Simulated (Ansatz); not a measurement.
All numbers below come from DFT PBE, scalar-relativistic, plane waves, PAW in Ansatz. All cells share a 420 eV cutoff and Γ-centred k meshes spaced at most about 0.3 Å⁻¹ (about 0.25 or finer for metals, 2π included). No spin polarisation.

All energies are static (0 K, no zero-point motion). All are two-dimensional sheets, periodic along a and b, with vacuum along c.

Question: Order these relaxed structures of B by energy, lowest first, with the energy over the lowest of them.
1. Layer group p6/mmm (No. 80), a = 2.917 Å, b = 2.917 Å, γ = 120.0°, thickness 0.00 Å between the outermost nuclei. B at height 0.00 Å has 3 B at 1.68 Å.
2. Layer group p4/mmm (No. 61), a = 1.823 Å, b = 1.823 Å, γ = 90.0°, thickness 1.75 Å between the outermost nuclei. B at height 1.75 Å has 5 B at 1.75–1.82 Å.
3. Layer group p4/mmm (No. 61), a = 1.755 Å, b = 1.755 Å, γ = 90.0°, thickness 4.56 Å between the outermost nuclei. B at height 0.00 Å has 4 B at 1.75 Å.

Answer: 2 (0 meV/atom), 1 (101 meV/atom), 3 (465 meV/atom). Counting all near atoms (those within 1.25 times the shortest such distance or 1.15 times the sum of covalent radii, 1.27 where that leaves under three): cell 2 has B 5; cell 1 has B 3; cell 3 has B 4. All come from invented guesses. The lowest form computed isn't among them: it has layer group p6/mmm (No. 80), 2.5 Å²/atom and lies 0.47 eV/atom below the best shown.

Cells relaxed within their symmetry can be saddle points. Some structure types and database cells were kept out of the candidates from the start, so a known form may be missing.
